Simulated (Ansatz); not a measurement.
B in Ansatz: the effect of strain

B:

```xyz
1
Lattice="1.8664 0.0000 0.0000 0.0000 1.8852 0.0000 0.0000 0.0000 1.8852" Properties=species:S:1:pos:R:3 pbc="T T T"
B     0.9332    0.9426    0.9426
```

The cell isn't the ideal one: strained by -1 %.

Alike in all runs:

```yaml
Program: Ansatz 0.2.0
Task: single point
Functional: PBE
Potentials_or_basis: Ansatz PAW
Cutoff: "420 eV (not typed: the program's choice for these potentials)"
k_mesh: 14 × 14 × 14
Occupations: fermi-dirac, width 0.05 eV
Spin: no spin polarisation
```

Task: One run gave: pressure -4.0 GPa. Which strain did it use?
A. 0.02
B. -0.01
C. 0.01

Result: A.

| strain | pressure (GPa) |
| --- | --- |
| -0.01 | 2.8 |
| 0.01 | -1.9 |
| 0.02 | -4.0 |
